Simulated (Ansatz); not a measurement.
Method: Ansatz 0.2.0, DFT PBE, scalar-relativistic, plane waves, PAW. All cells share a 420 eV cutoff and Γ-centred k meshes spaced at most about 0.3 Å⁻¹ (about 0.25 or finer for metals, 2π included). No spin polarisation.

Formation energies are uncorrected and refer to the elements' standard structures at the same level (N₂ as a molecule).

All energies are static (0 K, no zero-point motion). The comparison covers the computed candidates alone. These runs have no spin–orbit coupling, which can matter for Ta. The cell is a metal run without spin; a magnetic state may lie lower.

A search for Ta4N gave 6 distinct relaxed structures. Coordination counts Ta atoms around N (those within 1.25 times the shortest such distance or 1.15 times the sum of covalent radii). Cells relaxed within their symmetry can be saddle points.

Problem. Which structure of Ta4N came out lowest?

Solution. The one with space group Pm-3m (No. 221), reached from: Co4N type (Pm-3m). It has a = 4.291 Å, 15.8 Å³/atom, no gap on the mesh. Ta on a site of symmetry 4/mmm is surrounded by 2 N at 2.15 Å and 12 Ta at 3.03 Å; around Ta on a site of symmetry m-3m lie 12 Ta at 3.03 Å; N is surrounded by 6 Ta at 2.15 Å. Its energy over the elements is −0.43 eV/atom. It lies below the elements, which doesn't yet make it stable against other compounds or structures. An observed structure of this formula, if there is one, may be missing.

```
CELL_PARAMETERS angstrom
4.29087 0.00000 0.00000
0.00000 4.29087 0.00000
0.00000 0.00000 4.29087
ATOMIC_POSITIONS crystal
Ta 0.50000 0.00000 0.00000
Ta 0.00000 0.50000 0.00000
Ta 0.00000 0.00000 0.50000
Ta 0.50000 0.50000 0.50000
N 0.00000 0.00000 0.00000
```

Problem. How much higher is the Im-3m structure with 16.6 Å³/atom and coordination N 8 (reached from: CrGa4 type (Im-3m))?

Solution. 1.00 eV/atom. It has no gap on its mesh.

Problem. How much higher is the F-43m structure with 31.7 Å³/atom and coordination N 4 (reached from: SO4 type (F-43m))?

Solution. 2.25 eV/atom. It has no gap on its mesh.

Some types were kept out of the candidates beforehand, so the set may lack a known form.
